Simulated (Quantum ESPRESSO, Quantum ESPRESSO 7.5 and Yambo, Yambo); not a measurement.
# Quasiparticle gap of BeTe (F-43m) in Yambo

Wanted: ground state, empty states, screening and self-energy for BeTe (F-43m).

Program: Quantum ESPRESSO 7.5 and Yambo 5.3.0. Level of theory: PBE and many-body steps on it, plane waves. Results are calculated unless marked as measured.

**Experimental background.**

- Gap 2.8 eV: absolute (indirect, Gamma to X) gap, second literature value; film (quoted from earlier experiment) (quoted in “The band structure of BeTe - a combined experimental and theoretical study”, 1997, arxiv:cond-mat/9712266).

- Gap 2.7 eV: absolute (indirect, Gamma to X) gap; bulk crystal (quoted from earlier experiment) (quoted in “The band structure of BeTe - a combined experimental and theoretical study”, 1997, arxiv:cond-mat/9712266).

This is a report of a sequence of runs, with most program output left out.

### Step 1. Starting point

The structure is cubic, space group F-43m (No. 216). Conventional cell: a = 5.663 Å, b = 5.663 Å, c = 5.663 Å, α = 90.00°, β = 90.00°, γ = 90.00°. Nearest to Be lie 4 Te at 2.45 Å. Nearest to Te lie 4 Be at 2.45 Å. Farther neighbours and most contacts between anions are not listed.

The cell and positions are those that the Materials Project relaxed with its own functionals (PBE, PBE+U or r2SCAN), kept fixed. Spin-orbit coupling is left out unless a step names it.

### Step 2. Ground state

This step: Quantum ESPRESSO 7.5; DFT, PBE, plane waves, norm-conserving pseudopotentials.

The ground-state density comes first.

Input file pw.in:

```
&control
  calculation = 'scf'
  prefix = 'x'
  outdir = 'o'
  pseudo_dir = 'pseudo'
/
&system
  ibrav = 0
  nat = 2
  ntyp = 2
  ecutwfc = 88.0
  nbnd = 19
  force_symmorphic = .true.
/
&electrons
  conv_thr = 1e-10
  electron_maxstep = 80
  mixing_beta = 0.5
/
ATOMIC_SPECIES
  Be 9.012 Be.upf
  Te 127.6 Te.upf
CELL_PARAMETERS angstrom
  -0.0000000000 2.8314587876 2.8314587876
  2.8314587876 0.0000000000 2.8314587876
  2.8314587876 2.8314587876 0.0000000000
ATOMIC_POSITIONS crystal
  Be 0.0000000000 0.0000000000 0.0000000000
  Te 0.7500000000 0.7500000000 0.7500000000
K_POINTS automatic
  6 6 6 0 0 0
```

Launch:

```bash
> OMP_NUM_THREADS=1 mpirun -n 4 pw.x -nk 4 -in pw.in > pw.out
```

Run time: 7 s. Hardware: 4 MPI ranks of Arm Neoverse V1, shared host; peak memory 0.28 GiB.

Numbers from this step:

```
total energy               : -8013.1641 eV
gap                        : 2.027 eV
k of the valence top       : 0, 0, 0
k of the conduction bottom : 0, -0.5, -0.5
least direct gap           : 3.645 eV
```

The gap is indirect, with the least direct gap 1.62 eV higher.

### Step 3. Bands along the symmetry lines

Levels along a band path, at the cheap level, show where the edges lie and whether the meshes to come will hold them.

Input file pw.in:

```
&control
  calculation = 'bands'
  prefix = 'x'
  outdir = 'o'
  pseudo_dir = 'pseudo'
/
&system
  ibrav = 0
  nat = 2
  ntyp = 2
  ecutwfc = 88.0
  nbnd = 20
  force_symmorphic = .true.
/
&electrons
  conv_thr = 1e-9
  electron_maxstep = 80
  diago_full_acc = .true.
  diago_thr_init = 5e-6
/
ATOMIC_SPECIES
  Be 9.012 Be.upf
  Te 127.6 Te.upf
CELL_PARAMETERS angstrom
  -0.0000000000 2.8314587876 2.8314587876
  2.8314587876 0.0000000000 2.8314587876
  2.8314587876 2.8314587876 0.0000000000
ATOMIC_POSITIONS crystal
  Be 0.0000000000 0.0000000000 0.0000000000
  Te 0.7500000000 0.7500000000 0.7500000000
K_POINTS crystal
  50
  0.00000000 0.00000000 0.00000000 1
  -0.06250000 -0.06250000 0.00000000 1
  -0.12500000 -0.12500000 0.00000000 1
  -0.18750000 -0.18750000 0.00000000 1
  -0.25000000 -0.25000000 0.00000000 1
  -0.31250000 -0.31250000 0.00000000 1
  -0.37500000 -0.37500000 0.00000000 1
  -0.43750000 -0.43750000 0.00000000 1
  -0.50000000 -0.50000000 0.00000000 1
  -0.48437500 -0.48437500 0.03125000 1
  -0.46875000 -0.46875000 0.06250000 1
  -0.45312500 -0.45312500 0.09375000 1
  -0.43750000 -0.43750000 0.12500000 1
  -0.42187500 -0.42187500 0.15625000 1
  -0.40625000 -0.40625000 0.18750000 1
  -0.39062500 -0.39062500 0.21875000 1
  -0.37500000 -0.37500000 0.25000000 1
  -0.37500000 0.00000000 0.37500000 1
  -0.32812500 0.00000000 0.32812500 1
  -0.28125000 0.00000000 0.28125000 1
  -0.23437500 0.00000000 0.23437500 1
  -0.18750000 0.00000000 0.18750000 1
  -0.14062500 0.00000000 0.14062500 1
  -0.09375000 0.00000000 0.09375000 1
  -0.04687500 0.00000000 0.04687500 1
  0.00000000 0.00000000 0.00000000 1
  0.00000000 0.00000000 0.06250000 1
  0.00000000 0.00000000 0.12500000 1
  0.00000000 0.00000000 0.18750000 1
  0.00000000 0.00000000 0.25000000 1
  0.00000000 0.00000000 0.31250000 1
  0.00000000 0.00000000 0.37500000 1
  0.00000000 0.00000000 0.43750000 1
  -0.00000000 -0.00000000 0.50000000 1
  -0.06250000 -0.03125000 0.46875000 1
  -0.12500000 -0.06250000 0.43750000 1
  -0.18750000 -0.09375000 0.40625000 1
  -0.25000000 -0.12500000 0.37500000 1
  -0.31250000 -0.15625000 0.34375000 1
  -0.37500000 -0.18750000 0.31250000 1
  -0.43750000 -0.21875000 0.28125000 1
  -0.50000000 -0.25000000 0.25000000 1
  -0.50000000 -0.28125000 0.21875000 1
  -0.50000000 -0.31250000 0.18750000 1
  -0.50000000 -0.34375000 0.15625000 1
  -0.50000000 -0.37500000 0.12500000 1
  -0.50000000 -0.40625000 0.09375000 1
  -0.50000000 -0.43750000 0.06250000 1
  -0.50000000 -0.46875000 0.03125000 1
  -0.50000000 -0.50000000 0.00000000 1
```

The job ended after 5.8 s (4 MPI ranks; peak memory 0.24 GiB; 23 s of CPU time).

This step gave:

```
gap                        : 2.027 eV
k of the valence top       : 0, 0, 0
k of the conduction bottom : -0.5, -0.5, 0
least direct gap           : 3.645 eV
```

The gap is 2.027 eV, as in the run before at this level.

Electronic bands along the path, in eV, zero at the top of the highest filled band:

```tsv
point	band 11	band 12	band 13	band 14	band 15	band 16	band 17	band 18
Γ	-12.19	0.00	0.00	0.00	3.64	3.64	3.64	3.71
halfway	-11.47	-2.86	-1.63	-1.63	2.65	4.41	6.43	6.43
X	-10.42	-5.02	-2.58	-2.58	2.03	2.71	9.65	9.65
halfway	-10.41	-4.92	-3.06	-2.47	2.35	3.37	9.06	9.11
U	-10.44	-4.67	-3.78	-2.17	2.75	5.28	7.86	8.13
jump to K	-10.44	-4.67	-3.78	-2.17	2.75	5.28	7.86	8.13
halfway	-11.41	-3.47	-2.20	-0.65	4.05	4.68	5.21	6.25
Γ	-12.19	0.00	0.00	0.00	3.64	3.64	3.64	3.71
halfway	-11.65	-3.26	-0.65	-0.65	3.29	4.51	4.51	6.96
L	-10.89	-5.43	-1.10	-1.10	3.05	4.62	4.62	7.84
halfway	-10.66	-5.01	-2.83	-1.85	4.21	4.41	6.65	7.73
W	-10.39	-4.50	-3.60	-3.12	5.30	5.54	5.60	6.15
halfway	-10.40	-4.82	-3.05	-2.87	3.05	3.67	8.22	8.40
X	-10.42	-5.02	-2.58	-2.58	2.03	2.71	9.65	9.65
```

### Step 4. Empty states on the mesh, 4×4×4 mesh, 117 bands

The sums over transitions need many empty states on a uniform mesh; this step solves for them.

Input file pw.in:

```
&control
  calculation = 'nscf'
  prefix = 'x'
  outdir = 'o'
  pseudo_dir = 'pseudo'
/
&system
  ibrav = 0
  nat = 2
  ntyp = 2
  ecutwfc = 88.0
  nbnd = 117
  force_symmorphic = .true.
/
&electrons
  conv_thr = 1e-9
  electron_maxstep = 80
  diago_full_acc = .true.
  diago_thr_init = 5e-6
/
ATOMIC_SPECIES
  Be 9.012 Be.upf
  Te 127.6 Te.upf
CELL_PARAMETERS angstrom
  -0.0000000000 2.8314587876 2.8314587876
  2.8314587876 0.0000000000 2.8314587876
  2.8314587876 2.8314587876 0.0000000000
ATOMIC_POSITIONS crystal
  Be 0.0000000000 0.0000000000 0.0000000000
  Te 0.7500000000 0.7500000000 0.7500000000
K_POINTS automatic
  4 4 4 0 0 0
```

Wall time 10 s (4 MPI ranks); peak memory 0.37 GiB; 41 s of CPU time.

This step gave:

- gap: 2.027 eV
- k of the valence top: 0, 0, 0
- k of the conduction bottom: 0, -0.5, -0.5
- least direct gap: 3.645 eV
- k points computed: 8
- lowest point of the top converged band, above the valence top: 86.6703 eV

On this mesh the gap is 2.027 eV.

### Step 5. Conversion and set-up

This step: Yambo 5.3.0; conversion and set-up on PBE, plane waves, norm-conserving pseudopotentials.

The states are converted to the many-body program's format and the q mesh is built.

Launch:

```bash
> (cd o/x.save; p2y > p2y.log; mv SAVE ../..); yambo > setup.log
```

It took 2.7 s on 1 MPI rank; peak memory 0.25 GiB.

### Step 6. Screening and self-energy, 4×4×4 mesh, 117 bands, screening to 163.3 eV

G0W0 replaces the xc potential by the self-energy, built once from these orbitals. Only a window of levels is corrected, while the sums run over the empty bands that the input names.

This step: G0W0 on PBE, plane waves, norm-conserving pseudopotentials.

Input file gw1.in:

```
HF_and_locXC
gw0
dyson
ppa
em1d
rim_cut
RandQpts= 1000000
RandGvec= 1 RL
EXXRLvcs= 88 Ry
VXCRLvcs= 352 Ry
Chimod= "HARTREE"
% BndsRnXp
 1 | 117 |
%
NGsBlkXp= 12 Ry
% LongDrXp
 1 | 1 | 1 |
%
% GbndRnge
 1 | 117 |
%
DysSolver= "n"
ExtendOut
PPAPntXp= 27.21138 eV
% QPkrange
 1 | 1 | 13 | 16 |
 7 | 7 | 13 | 16 |
%
```

Launch:

```bash
> OMP_NUM_THREADS=1 mpirun -n 4 yambo -F gw1.in -J gw1 -C gw1 > gw1.log
```

It took 95 s on 4 MPI ranks; peak memory 1.6 GiB.

This step gave:

```
G0W0 gap on the points computed              : 2.807 eV
starting gap on the mesh                     : 2.027 eV
k of the valence top                         : 0, 0, 0
k of the conduction bottom                   : 0, -0.5, -0.5
least direct G0W0 gap on the computed points : 4.682 eV
Z at the valence top                         : 0.8055
Z at the conduction bottom                   : 0.8175
```

The gap on the mesh goes from 2.03 eV to 2.81 eV, a correction of +0.78 eV.

Limits: finite bands, cutoff and mesh; no spin-orbit coupling; coarse k mesh. v1 is the top filled band, c1 the lowest empty one. Levels before and after the correction, in eV, zero at the valence-band top of each column:

```tsv
	conduction bottom	valence top
Kohn-Sham	2.03	0.00
G0W0	2.81	0.00
```

```tsv
	level	energy (eV)
Kohn-Sham	Γ v2-v1	0.000
Kohn-Sham	Γ c1-c2	3.645
Kohn-Sham	(0 -0.5 -0.5) v2-v1	-2.578
Kohn-Sham	(0 -0.5 -0.5) c1	2.027
Kohn-Sham	(0 -0.5 -0.5) c2	2.711
G0W0	Γ v2-v1	0.000
G0W0	Γ c1-c2	4.683
G0W0	(0 -0.5 -0.5) v2-v1	-2.767
G0W0	(0 -0.5 -0.5) c1	2.807
G0W0	(0 -0.5 -0.5) c2	3.577
```

### Step 7. Where the time went

Times are wall times on the hardware named with each run, good to a factor of about two.

```tsv
step	time	share	memory (GiB)
ground state	7 s	6 %	0.28
bands along the symmetry lines	5.8 s	5 %	0.24
empty states on the mesh	10 s	9 %	0.37
conversion and set-up	2.7 s	2 %	0.25
screening and self-energy	95 s	79 %	1.6
```

### Step 8. What came out

| Item | Value |
| --- | --- |
| PBE gap | 2.03 eV, indirect |
| G0W0 gap on the mesh | 2.81 eV |
| GW settings | 4×4×4 mesh, 117 bands, screening to 163.3 eV, Godby-Needs plasmon pole |
| known limits | not at the basis limit; no spin-orbit coupling; coarse k mesh |

G0W0 moves the gap on the mesh from 2.03 eV to 2.81 eV (+0.78 eV), with Z of 0.81 and 0.82 at the edges. Only 2 of the mesh's irreducible points were corrected, so a valley elsewhere could overtake. The dearest step here is «screening and self-energy». Against experiment, by G0W0@PBE: the gap of 2.81 eV lies +0.01 eV from the measured 2.8 eV (indirect, quoted 1997); the gap of 2.81 eV lies +0.11 eV from the measured 2.7 eV (indirect, quoted 1997). The calculation has static nuclei and no excitons; a measured gap holds zero-point and thermal motion, which mostly lowers it. With atoms this heavy the missing spin-orbit coupling can matter too. Bands and cutoff are finite, so the gap is not at the basis limit. The miss can reach some tenths of an eV and take either sign; the mesh is an error of its own. In the G0W0 run levels were corrected at 2 k points alone, so a gap called «on the mesh» is the least over those, and an edge elsewhere would be missed. The 4×4×4 mesh is coarse for this cell, which bears on the long-range parts of exchange and screening.

[Paths, hosts, dates, memory and timing lines, banners, echoed tables and standing remarks are left out of the program output.]

[Logs are printed without paths, hosts, clocks, repeated set-up lines and the standing remarks that a program may print on its own settings, such as how far it seeks lower states.]

[Runs of the session that timed out or met a known fault of the program may be left out.]

[Hosts, paths, dates, database ids (printed as entryN), source tags and the programs' standing remarks are cut or masked in the printed files.]
